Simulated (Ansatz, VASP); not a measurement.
## Two plane-wave programs on MgB2

```
Mg B
1.0
     3.10308   -0.06170    0.00000
    -1.60497    2.66153    0.00000
     0.00000    0.00000    3.53406
Mg B
1 2
Cartesian
  -0.0124 0.0182 0.0000
  -0.2128 1.7651 1.7670
  1.7233 0.8165 1.7670
```

Alike in both runs: task single point; functional PBEsol; k mesh 14 × 14 × 10; occupations gaussian, width 0.1 eV; no spin polarisation.

|  | VASP | Ansatz |
| --- | --- | --- |
| version | VASP 6.6.1 | Ansatz 0.2.0 |
| potentials or method | VASP PAW PBE potentials, release 64 (Mg, B) | scalar-relativistic, plane waves, PAW |
| plane-wave cutoff (eV) | 520 | 420 |
| valence electrons in the cell | 8 | 16 |

```tsv
	VASP	Ansatz	Ansatz less VASP
gap on the k mesh at the Fermi level (eV)	none	none	-
pressure (GPa)	10.9	10.9	-0.04
largest component of the traceless stress (GPa)	17.40	17.20	-0.202
rms of the force components (eV/Å)	2.777	2.757	-0.0203
```

Atom by atom the forces differ by 0.020 eV/Å (rms over components). A gap of «none» marks a metal or a gap that the smearing closes. The two sets of potentials don't hold the same shells in valence.

Caveats: the PAW data sets were made with another functional, which shifts forces and pressure a little (VASP).
